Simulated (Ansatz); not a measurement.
The system is CuO.

```
Cu O
1.0
     0.00000   -2.11656   -2.11656
    -2.11656    0.00000   -2.11656
     2.11656    2.11656   -4.23312
Cu O
2 2
Direct
  0.50389 0.47699 0.48801
  0.00389 0.97699 0.98801
  0.74611 0.77301 0.76199
  0.24611 0.27301 0.26199
```

The cell comes from a database or a generator and needn't be the stable form of this composition.

```yaml
Program: Ansatz 0.2.0
Task: relaxation of cell and atoms
Functional: PBE
Dispersion: D3(BJ)
Potentials_or_basis: Ansatz PAW
Cutoff: "420 eV (not typed: the program's choice for these potentials)"
k_mesh: 10 × 10 × 6
Occupations: fermi-dirac, width 0.05 eV
Spin: no spin polarisation
```

At the start: volume 9.48 Å³/atom.

Task: Where does the relaxation end?

Result: It ends after 8 steps and the volume is 9.29 Å³/atom (-2.1 %); space group Fm-3m (No. 225, to 0.05 Å).

Step by step:
```csv
step,energy change (eV),largest force (eV/Å),volume (Å³)
1,0.0000,1.1971,37.93
2,-0.0786,0.9988,37.65
3,-0.2424,0.0106,37.28
4,-0.2438,0.0002,37.09
5,-0.2436,0.0002,37.17
6,-0.2400,0.0002,37.17
7,-0.2401,0.0001,37.15
8,-0.2400,0.0001,37.15
```

Final structure:
```cif
data_structure
_symmetry_space_group_name_H-M 'P 1'
_symmetry_Int_Tables_number 1
_cell_length_a 2.9712
_cell_length_b 2.9711
_cell_length_c 5.1481
_cell_angle_alpha 73.301
_cell_angle_beta 73.303
_cell_angle_gamma 60.057
_cell_volume 37.15
loop_
_atom_site_label
_atom_site_type_symbol
_atom_site_fract_x
_atom_site_fract_y
_atom_site_fract_z
_atom_site_occupancy
Cu1 Cu 0.50000 0.50000 0.50000 1
Cu2 Cu 0.00000 0.00000 0.00000 1
O1 O 0.75000 0.75000 0.75000 1
O2 O 0.25000 0.25000 0.25000 1
```

Caveat: the plane-wave basis is chosen anew once the cell has moved, so the energies of steps on either side of that aren't comparable; the pressure holds a Pulay correction of +0.8 GPa for the finite cutoff; the run has no spin polarisation, though such a crystal can be magnetic; pairwise dispersion overbinds metals, which lowers pressure and volume.
